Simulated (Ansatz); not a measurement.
**Formation energy and levels of the self-interstitial O_i (8-fold void) in Al2O3 (R-3c)**

Aim: at which Fermi levels does O_i (8-fold void) in Al2O3 (R-3c) change its charge? The model is a cell of 80 host atoms with 1 O put in.

Method: place-levels on PBEsol runs: charge-transition levels and formation energies with image-charge correction and potential alignment at the atomic sites, in Ansatz 0.2.0.

**Measured values to reproduce.**

“Multi-petahertz electron interference in Cr:Al2O3 solid-state material” (2018, pmc:5906618) quotes from earlier work for Al2O3, alpha (corundum) (high-purity reference sample): band gap (optical band gap of host from absorption) 8.7 eV [literature value quoted for a high-purity sample; optical absorption edge, temperature …].

### 1. The structure

The cell holds 81 atoms: 32 Al and 49 O. Its edges and angles: a = 10.280 Å, b = 10.280 Å, c = 10.280 Å, α = 55.3°, β = 55.3°, γ = 55.3°. It derives from Al2O3 (space group R-3c). Nearest the centre at fractional (0.495, 0.496, 0.009): O81 at 0.00 Å, Al63 at 1.93 Å, Al12 at 1.93 Å, O47 at 1.93 Å, O10 at 1.93 Å, O59 at 1.98 Å, O28 at 1.99 Å, O75 at 2.04 Å.

Screening for the image-charge correction: ε∞ = (3.30, 3.30, 3.26), ε0 = (9.72, 9.72, 11.81), from a response run on this crystal (DFPT, PBEsol) at that run's own cell.

The cell's shortest repeat is 9.5 Å.

### 2. Charge states

Levels follow from differences of total energies between charge states, each relaxed by itself.

Each atom starts 0.05 Å or so off its site in a random direction. Forces are taken at one point at (¼, ¼, ¼). The cell holds 2 electrons more than the neutral one, with a uniform background that keeps it neutral on the whole.

The sampling was tested on the host first: at the k-points planned (1x1x1 shifted 0.25 0.25 0.25) its energy lies 0.004 eV an atom from the dense-mesh value, under the bound of 0.02 eV set for this test; that bounds the host's error, not the defect's.

One state's input; the others differ in charge, spin, start and seed, and in occupations where the table says so.

File qm2.relax/input.yaml:

```yaml
crystal:
  lattice:
    - [4.77386743, 2.75619364, 8.67653806]
    - [-4.77386743, 2.75619364, 8.67653806]
    - [0.0, -5.51238729, 8.67653806]
  atoms:
    - { symbol: Al, position: [0.32396044, 0.32396044, 0.32396044] }
    - { symbol: Al, position: [0.42603956, 0.42603956, 0.42603956] }
[... 3 atom lines left out ...]
    - { symbol: O, position: [0.47207012, 0.125, 0.27792988] }
[... 3 atom lines left out ...]
    - { symbol: O, position: [0.27792988, 0.47207012, 0.125] }
[... 1 atom line left out ...]
    - { symbol: Al, position: [0.42603956, 0.42603956, 0.92603956] }
[... 11 atom lines left out ...]
    - { symbol: Al, position: [0.17603956, 0.67603956, 0.17603956] }
    - { symbol: O, position: [0.22207012, 0.52792988, 0.375] }
[... 2 atom lines left out ...]
    - { symbol: O, position: [0.375, 0.72207012, 0.02792988] }
[... 2 atom lines left out ...]
    - { symbol: Al, position: [0.32396044, 0.82396044, 0.82396044] }
[... 4 atom lines left out ...]
    - { symbol: O, position: [0.47207012, 0.625, 0.77792988] }
[... 2 atom lines left out ...]
    - { symbol: O, position: [0.125, 0.77792988, 0.97207012] }
[... 4 atom lines left out ...]
    - { symbol: Al, position: [0.67603956, 0.17603956, 0.17603956] }
[... 2 atom lines left out ...]
    - { symbol: O, position: [0.52792988, 0.375, 0.22207012] }
    - { symbol: O, position: [0.875, 0.22207012, 0.02792988] }
[... 2 atom lines left out ...]
    - { symbol: Al, position: [0.82396044, 0.32396044, 0.82396044] }
[... 7 atom lines left out ...]
    - { symbol: O, position: [0.625, 0.27792988, 0.97207012] }
[... 3 atom lines left out ...]
    - { symbol: Al, position: [0.57396044, 0.57396044, 0.07396044] }
[... 10 atom lines left out ...]
    - { symbol: Al, position: [0.67603956, 0.67603956, 0.67603956] }
    - { symbol: O, position: [0.72207012, 0.52792988, 0.875] }
[... 1 atom line left out ...]
    - { symbol: O, position: [0.52792988, 0.875, 0.72207012] }
[... 3 atom lines left out ...]
    - { symbol: O, position: [0.494839, 0.495925, 0.009237] }
  host:
    repeats: [2, 2, 2]
    atoms:
      - { symbol: Al, position: [0.64792089, 0.64792089, 0.64792089] }
      - { symbol: Al, position: [0.85207911, 0.85207911, 0.85207911] }
      # ... 8 more atoms of the perfect host
total_charge: -2
basis:
  ecutwfc: 420
  xc_grid: 2
hamiltonian:
  xc: pbesol
kpoints:
  mp_grid: { grid: [1, 1, 1], shift: [0.25, 0.25, 0.25] }
scf:
  occupations: { method: fixed }
  max_iter: 80
output:
  forces: true
  charged_corrections:
    epsilon: [3.3, 3.3, 3.26]
    static_epsilon: [9.72, 9.72, 11.81]
    defect_position: [0.494839, 0.495925, 0.009237]
relax:
  f_tol: 0.02
  max_steps: 80
  random_displacement: { amplitude: 0.05, seed: 7954 }
checkpoint:
  write: "../qm2.relax.run"
  compress: false
  write_wavefunctions: true
  write_every: 100000
```

Command:

```bash
> ansatz run input.yaml --threads 8 --pin off --max-ram 22609MiB --backend cpu --events-out ev --progress --plain --runs-dir out
```

Defect states can disperse in a cell of this size, so the energy is taken again at a 2×2×2 shifted mesh, on the relaxed structure.

The run of this state that the levels use, under PBEsol:

File qm2.point/input.yaml:

```yaml
crystal:
  checkpoint: "../qm2.relax.run"
  host: checkpoint
total_charge: -2
basis:
  ecutwfc: 420
  xc_grid: 2
hamiltonian:
  xc: pbesol
kpoints:
  mp_grid: { grid: [2, 2, 2], shift: [0.5, 0.5, 0.5] }
scf:
  occupations: { method: fermi_dirac, width: 0.01 }
  max_iter: 80
output:
  forces: true
  eigenvalues: true
  charged_corrections:
    epsilon: [3.3, 3.3, 3.26]
    static_epsilon: [9.72, 9.72, 11.81]
    defect_position: [0.494839, 0.495925, 0.009237]
  eigenstates: { localisation: true }
  populations: true
checkpoint:
  read: "../qm2.relax.run"
  write: "../qm2.point.run"
  compress: false
  write_wavefunctions: false
  write_every: 100000
```

Relaxations under PBEsol at one point at (¼, ¼, ¼); times on 8 threads of Arm Neoverse V2, shared host:

```csv
charge,moment (μB),occupations,outcome,steps,largest displacement against the far atoms (Å),time
−2,0,fixed,converged,10,1.13,58 s
−2,2,fixed,converged,11,0.28,2 min
−1,1,fixed,converged,10,0.29,1.7 min
0,0,fixed,not converged,-,-,20 s
0,0,fermi-dirac,converged,22,1.37,2.1 min
0,2,fixed,converged,5,0.17,51 s
+1,1,fixed,converged,14,0.92,2.6 min
```

Single points under PBEsol at a 2×2×2 shifted mesh; times on 8 threads of Arm Neoverse V2, shared host:

```csv
charge,moment (μB),occupations,outcome,time
−2,0,fermi-dirac,converged,32 s
−2,2,fermi-dirac,converged,81 s
−1,1,fermi-dirac,converged,79 s
0,0,fermi-dirac,converged,36 s
0,2,fermi-dirac,converged,87 s
+1,1,fermi-dirac,converged,94 s
```

Distances (Å) from O81 to the nearest atoms after relaxation with PBEsol:

```csv
charge,moment (μB),1.,2.,3.,4.,5.,6.
−2,0,Al 1.87,Al 1.87,Al 1.91,Al 2.00,O 2.17,O 2.19
−2,2,Al 1.79,Al 1.80,O 2.13,O 2.16,O 2.23,O 2.24
−1,1,Al 1.79,Al 1.79,O 2.14,O 2.14,O 2.23,O 2.23
0,0,O 1.46,Al 1.86,Al 1.92,O 2.22,Al 2.23,O 2.46
0,2,Al 1.88,Al 1.88,O 2.15,O 2.15,O 2.15,O 2.15
+1,1,O 1.37,Al 1.75,O 2.21,O 2.28,O 2.35,O 2.36
```

### 3. Placing the levels, PBEsol

A charged cell interacts with its images and the background, and its potential has another zero than the host's. place-levels removes the first by a point-charge model, screened by the static dielectric constant since the ions have relaxed around the charge, and the second by comparing potentials at atoms far from the defect.

The host is a run of the defect-free crystal in the same cutoffs, grids and k-points, so that basis and sampling errors cancel in part in the differences. The host is run in a cell of 10 atoms on a matching mesh. Its band edges are searched through the zone by a band path, so the gap is smaller than, or equal to, that on the mesh. Chemical potentials are energies per atom of O (O2 molecule), run with the same functional and cutoff.

File levels.point.yaml:

```yaml
host:
  run: host.point.run
states: [qm2.point.run, qm2_M2.point.run, qm1_M1.point.run, q0.point.run, q0_M2.point.run, qp1_M1.point.run]
geometry_from:
  qm2.point.run: qm2.relax.run
  qm2_M2.point.run: qm2_M2.relax.run
  qm1_M1.point.run: qm1_M1.relax.run
  q0.point.run: q0.relax_smeared.run
  q0_M2.point.run: q0_M2.relax.run
  qp1_M1.point.run: qp1_M1.relax.run
  host.point.run: host.relax.run
chemical_potentials:
  O:
    energy: -558.282649
    dataset: "<sha256 of the dataset>"
epsilon: [3.3, 3.3, 3.26]
static_epsilon: [9.72, 9.72, 11.81]
vertical:
  - { from: qm2.point.run, to: qm2.point_neutral.run }
  - { from: qm2_M2.point.run, to: qm2_M2.point_neutral.run }
  - { from: qm1_M1.point.run, to: qm1_M1.point_neutral.run }
  - { from: qp1_M1.point.run, to: qp1_M1.point_neutral.run }
```

Command:

```bash
> ansatz place-levels levels.point.yaml -- --threads 8 --pin off --max-ram 22609MiB
```

Numbers of over 12 decimals in the logs are rounded to 6 here.

Output:

```text
[... repeated set-up lines and file paths are left out, and long positions are rounded to six places ...]
(+1/0) 0.371 eV above the valence edge, 5.659 eV under the conduction edge
(0/-1) 4.072 eV above the valence edge, 1.958 eV under the conduction edge; not on the lower envelope
(-1/-2) 2.100 eV above the valence edge, 3.930 eV under the conduction edge; not on the lower envelope
(0/-2) 3.086 eV above the valence edge, 2.944 eV under the conduction edge: charges between them are lowest nowhere
formation energy of charge +1: +3.183 eV with the Fermi level at the valence edge
formation energy of charge 0: +3.554 eV with the Fermi level at the valence edge
formation energy of charge -1: +7.626 eV with the Fermi level at the valence edge
formation energy of charge -2: +9.726 eV with the Fermi level at the valence edge
vertical -2 to 0: no energy, since no alignment is typed
  the change from vertical[0].from (qm2.point.run) to vertical[0].to (qm2.point_neutral.run): by its potential at epsilon [3.3, 3.3, 3.26] it stands at 0.620 0.376 0.127, with an rms radius of about 3.0 Å (1.8 1.5 1.8 Å across the planes of the cell's [...]
vertical -2 to 0: no energy, since no alignment is typed
  the change from vertical[1].from (qm2_M2.point.run) to vertical[1].to (qm2_M2.point_neutral.run): by its potential at epsilon [3.3, 3.3, 3.26] it stands at 0.505 0.495 1.000, with an rms radius of about 3.6 Å (2.0 2.1 2.1 Å across the planes of the cell's [...]
vertical -1 to 0: no energy, since no alignment is typed
  the change from vertical[2].from (qm1_M1.point.run) to vertical[2].to (qm1_M1.point_neutral.run): by its spins about the atoms it stands at 0.498 0.496 0.004, with an rms radius of about 2.0 Å (1.1 1.4 0.9 Å across the planes of the cell's vectors); [...]
vertical +1 to 0: no energy, since no alignment is typed
  the change from vertical[3].from (qp1_M1.point.run) to vertical[3].to (qp1_M1.point_neutral.run): by its potential at epsilon [3.3, 3.3, 3.26] it stands at 0.411 0.459 0.050, with an rms radius of about 2.0 Å (1.3 1.1 1.0 Å across the planes of the cell's [...]
  edges by pbesol, gap 6.030 eV; the host is sampled to repeats of 19.10 Å
  the defect's cells are sampled to repeats of 19.10 Å, like sampling
  charge +1: -44393.4241 eV with its correction of +0.341 eV, at epsilon [9.72, 9.72, 11.81], aligned at sites: +0.1139 eV, mean over 28 atomic sites at or beyond 4.77 Å from the defect at [0.4948, 0.4959, 0.0092], with +0.000000 for the charge's moments and [...]
  charge 0: +0.000 eV for its dipole among its images, +0.062 omitted
  charge -1: -44373.9007 eV with its correction of +0.062 eV, at epsilon [9.72, 9.72, 11.81], aligned at sites: +0.1658 eV, mean over 28 atomic sites at or beyond 4.77 Å from the defect at [0.4948, 0.4959, 0.0092], with +0.000000 for the charge's moments and [...]
  charge -2: -44364.2604 eV with its correction of +0.378 eV, at epsilon [9.72, 9.72, 11.81], aligned at sites: +0.2660 eV, mean over 28 atomic sites at or beyond 4.77 Å from the defect at [0.4948, 0.4959, 0.0092], with +0.005709 for the charge's moments and [...]
  charge 0: states[4] (q0_M2.point.run) stands 1.765 eV higher, with a moment of 2.00 μB against 0.00
  charge -2: states[1] (qm2_M2.point.run) stands 5.384 eV higher, with a moment of 2.00 μB against 0.00
  of states[5] (qp1_M1.point.run): its displacements don't fall off away from the defect: farther atoms stand 0.024 Å off the host's places. [...]
  of states[3] (q0.point.run): the far atoms show a dipole or second moment of the defect's charge, for which the correction takes or leaves out 0.062 eV: further moments aren't read, and the relaxed atoms' own pattern can pass for one, so compare a larger [...]
  of states[2] (qm1_M1.point.run): it parts from the run at its places by a charge that spreads by about 1.4 Å along one vector (1.4 Å or more is wide), by the spins about the atoms, where the cell does not tell a trapped carrier from a band state. [...]
  of states[0] (qm2.point.run): it parts from the run at its places by a charge that spreads by about 1.8 Å along one vector (1.4 Å or more is wide), by its potential at epsilon [3.3, 3.3, 3.26], taken for that of held ions (one typed too small widens it), [...]
  of states[4] (q0_M2.point.run): its displacements don't fall off away from the defect: farther atoms stand 0.013 Å off the host's places. [...]
  of states[1] (qm2_M2.point.run): it parts from the run at its places by a charge that spreads by about 2.1 Å along one vector (1.4 Å or more is wide), by its potential at epsilon [3.3, 3.3, 3.26], taken for that of held ions (one typed too small widens it), [...]
  of vertical[0].from (qm2.point.run): its displacements don't fall off away from the defect: farther atoms stand 0.06 Å off the host's places. [...]
  vertical[0].to (qm2.point_neutral.run): levels filled in part (TS 0.010 eV): its energy is of no whole electron's
  of vertical[0].to (qm2.point_neutral.run): its displacements don't fall off away from the defect: farther atoms stand 0.06 Å off the host's places. [...]
  of vertical[1].from (qm2_M2.point.run): its displacements don't fall off away from the defect: farther atoms stand 0.02 Å off the host's places. [...]
  vertical[1].to (qm2_M2.point_neutral.run): levels filled in part (TS 0.016 eV): its energy is of no whole electron's
  of vertical[1].to (qm2_M2.point_neutral.run): its displacements don't fall off away from the defect: farther atoms stand 0.02 Å off the host's places. [...]
  of vertical[2].from (qm1_M1.point.run): its displacements don't fall off away from the defect: farther atoms stand 0.021 Å off the host's places. [...]
  vertical[2].to (qm1_M1.point_neutral.run): levels filled in part (TS 0.016 eV): its energy is of no whole electron's
  of vertical[2].to (qm1_M1.point_neutral.run): its displacements don't fall off away from the defect: farther atoms stand 0.021 Å off the host's places. [...]
  of vertical[3].from (qp1_M1.point.run): its displacements don't fall off away from the defect: farther atoms stand 0.024 Å off the host's places. [...]
  of vertical[3].to (qp1_M1.point_neutral.run): its displacements don't fall off away from the defect: farther atoms stand 0.024 Å off the host's places. [...]
```

The job ended after 0.63 s (8 threads of Arm Neoverse V2, shared host).

Under PBEsol the gap is 6.03 eV, (+1/0) 0.37, (0/−1) 4.07, (−1/−2) 2.10 eV; the steps are inverted, so the lowest state changes at (0/−2) 3.09 eV.

Levels between the charges placed, in eV above the valence top:

```csv
,gap (eV),(+1/0),(0/−1),(−1/−2)
PBEsol,6.03,0.37,4.07,2.10
```

Corrections by state:

```csv
charge,moment (μB),image terms and alignment (eV),band filling (eV),ε used,"over the lowest of its charge, as the program ranks them, band filling apart (eV)"
+1,1.0,0.341,-,"principal values (9.72, 9.72, 11.81)",0.000
0,0.0,0.000,-,-,0.000
−1,1.0,0.062,-,"principal values (9.72, 9.72, 11.81)",0.000
−2,0.0,0.378,-,"principal values (9.72, 9.72, 11.81)",0.000
0,2.0,0.000,-,-,1.765
−2,2.0,0.393,-,"principal values (9.72, 9.72, 11.81)",5.384
```

The charged structures listed were also run neutral, and place-levels reads from each pair, by the potential or the spins, how wide the charge is by which they differ; that can be the carrier of either run.

```csv
charge,rms radius (Å),spread where it is widest against the cell (Å),wide from (Å),reading
+1,2.0,1.27,1.36,narrow
−1,2.0,1.38,1.36,wide
−2,3.0,1.83,1.36,wide
```

The neutral runs of these pairs need not share the spin of the lowest neutral state, and very wide values only mean spread over the cell.

From the program's caveats on the states, each cut to its opening words:

- charge +1 (1 μB): its displacements don't fall off away from the defect: farther atoms stand 0.024 Å off the host's places
- charge 0: the far atoms show a dipole or second moment of the defect's charge, for which the correction takes or leaves out 0.062 eV: further moments aren't read, and [...]
- charge 0, 0 (2 μB): its displacements don't fall off away from the defect: farther atoms stand 0.013 Å off the host's places
- charge −1 (1 μB): it parts from the run at its places by a charge that spreads by about 1.4 Å along one vector (1.4 Å or more is wide), by the spins about the atoms, where the [...]
- charge −1 (1 μB): its displacements don't fall off away from the defect: farther atoms stand 0.021 Å off the host's places
- charge −2: it parts from the run at its places by a charge that spreads by about 1.8 Å along one vector (1.4 Å or more is wide), by its potential at epsilon [3.3, 3.3, [...]
- charge −2: its alignment with the host at atomic sites is doubtful: the mean over the far sites moves by -0.0835 eV from their farther parts to their nearer, more than [...]
- charge −2: the far atoms show a dipole or second moment of the defect's charge, for which the correction takes or leaves out 0.64 eV: further moments aren't read, and the [...]
- charge −2: its displacements don't fall off away from the defect: farther atoms stand 0.06 Å off the host's places
- charge −2 (2 μB): it parts from the run at its places by a charge that spreads by about 2.1 Å along one vector (1.4 Å or more is wide), by its potential at epsilon [3.3, 3.3, [...]
- charge −2 (2 μB): its displacements don't fall off away from the defect: farther atoms stand 0.02 Å off the host's places
- charge −2 (2 μB): its moments are held at its close (magnetization.spin_locking), by a field of 2.237 eV a Bohr magneton, and its energy and levels are of the state that this [...]

The host's formation energy from the elements is -3.094 eV per atom; it sets how far the chemical potentials can move.

Limit set by the element alone; other compounds of these elements are not counted. Chemical potentials from the elements' reference states: Al 0.00 eV, O -5.16 eV. Formation energies (Al-rich), with the Fermi level at the valence top and at the conduction bottom (gap 6.03 eV):

```csv
charge,at valence top (eV),at conduction bottom (eV),correction included (eV)
+1,8.34,14.37,0.34
0,8.71,8.71,0.00
−1,12.78,6.75,0.06
−2,14.88,2.82,0.38
```

| Fermi level (eV) | lowest formation energy (eV) |
| --- | --- |
| 0.00 | 8.34 |
| 0.55 | 8.71 |
| 1.10 | 8.71 |
| 1.64 | 8.71 |
| 2.19 | 8.71 |
| 2.74 | 8.71 |
| 3.29 | 8.30 |
| 3.84 | 7.20 |
| 4.39 | 6.11 |
| 4.93 | 5.01 |
| 5.48 | 3.92 |
| 6.03 | 2.82 |

Limit set by the element alone; other compounds of these elements are not counted. Chemical potentials from the elements' reference states: O 0.00 eV, Al -7.73 eV. Formation energy by charge state (O-rich; gap 6.03 eV):

```csv
charge,at valence top (eV),at conduction bottom (eV),correction included (eV)
+1,3.18,9.21,0.34
0,3.55,3.55,0.00
−1,7.63,1.60,0.06
−2,9.73,-2.33,0.38
```

| Fermi level (eV) | lowest formation energy (eV) |
| --- | --- |
| 0.00 | 3.18 |
| 0.55 | 3.55 |
| 1.10 | 3.55 |
| 1.64 | 3.55 |
| 2.19 | 3.55 |
| 2.74 | 3.55 |
| 3.29 | 3.14 |
| 3.84 | 2.05 |
| 4.39 | 0.95 |
| 4.93 | -0.14 |
| 5.48 | -1.24 |
| 6.03 | -2.33 |

(Part 1 of 2 ends here.)

[Logs are printed without paths, hosts, clocks, repeated set-up lines and the standing remarks that a program may print on its own settings, such as how far it seeks lower states.]

[Hosts, paths, dates, database ids (printed as entryN), source tags and the programs' standing remarks are cut or masked in the printed files.]

[Where a table of states has a column of steps, it counts the stored structures, which are thinned; the runs took as many ionic steps or more.]

[A defect's name tells the site on which it was built; relaxed atoms can leave that site.]

[For some hosts the program warned that the k-mesh of the response run may be too coarse for force constants and the static dielectric constant; such warnings are not shown here.]
